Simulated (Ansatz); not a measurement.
# CoO and the effect of the functional

Space group R-3m:H (No. 166). a = 3.011 Å, b = 3.011 Å, c = 7.320 Å, α = 90.00°, β = 90.00°, γ = 120.00°
| atom | site | symmetry | x | y | z |
| --- | --- | --- | --- | --- | --- |
| Co | 3a | -3m | 0.0000 | 0.0000 | 0.0000 |
| O | 3b | -3m | 0.3333 | 0.6667 | 0.1667 |

The cell is a database's computed one, not the measured one.

Kept alike: task band structure; k mesh 11 × 11 × 11; occupations fermi-dirac, width 0.05 eV; collinear spin, ferromagnetic start. Program: Ansatz, Ansatz PAW. Cutoffs run from 420 to 500 eV. The mesh is that of the run's cell of 2 atoms. No spin-orbit coupling.

| functional | band gap (eV) | pressure (GPa) | largest site moment (μB) |
| --- | --- | --- | --- |
| LDA | 0.05 or less | -17.83 | 2.40 |
| PBE | 0.05 or less | -0.04 | 2.47 |
| PBEsol | 0.05 or less | -9.14 | 2.49 |
| r2SCAN | 0.390 | 0.36 | 2.60 |

Pressure is positive in compression, with a Pulay correction for the finite cutoff. A missing gap at this level doesn't show that the real crystal is a metal. The measured crystal is an antiferromagnetic insulator; a metallic or parallel state is the runs' own. The runs hold the magnetic state that their start led to, which needn't be the lowest. Gaps are the smaller of the mesh's and the band path's. Site moments count inside each atom's sphere or projector. All rows use potentials made for PBE.

Q: What does the functional change here?

A: The band gap runs from 0.05 or less (LDA; PBE; PBEsol) to 0.390 eV (r2SCAN). The pressure runs from -17.83 (LDA) to 0.36 GPa (r2SCAN). From PBE: LDA -17.79; PBEsol -9.10; r2SCAN +0.40. The largest site moment runs from 2.40 (LDA) to 2.60 μB (r2SCAN). From PBE: LDA -0.07; PBEsol +0.02; r2SCAN +0.13.
